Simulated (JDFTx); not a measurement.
The system is LiH.

```
Li H
1.0
     0.00000    2.03675    2.03675
     2.03675    0.00000    2.03675
     2.03675    2.03675    0.00000
Li H
1 1
Direct
  0.00000 0.00000 0.00000
  0.50000 0.50000 0.50000
```

Base run:

| Item | Value |
| --- | --- |
| Program | JDFTx 1.7.0 (patched build) |
| Functional | r2SCAN |
| Potentials or basis | SG15-PBE-1.2 with smoothed tails |
| Cutoff | 1088 eV |
| Density cutoff | 8708 eV |
| k mesh | 11 × 11 × 11 |
| Occupations | fermi-dirac, width 0.05 eV |
| Spin | no spin polarisation |

Its results: band gap on the k mesh 3.87 eV, direct; pressure -1.3 GPa.

Question: The run is repeated on the same cell with these changes: functional from r2SCAN to LDA; potentials or basis from SG15-PBE-1.2 with smoothed tails to PseudoDojo-SR-LDA-0.4.1-standard with smoothed tails; cutoff from 1088 eV to 1007 eV; density cutoff from 8708 eV to 8055 eV. What comes out?

Answer: Band gap on the k mesh 2.85 eV, direct; pressure -4.1 GPa.

Caveats: an odd mesh through Γ misses points on the zone boundary, where band edges often lie; the potentials were made for another functional, which shifts forces and pressure (some runs).

Not every run made on this cell is shown here.
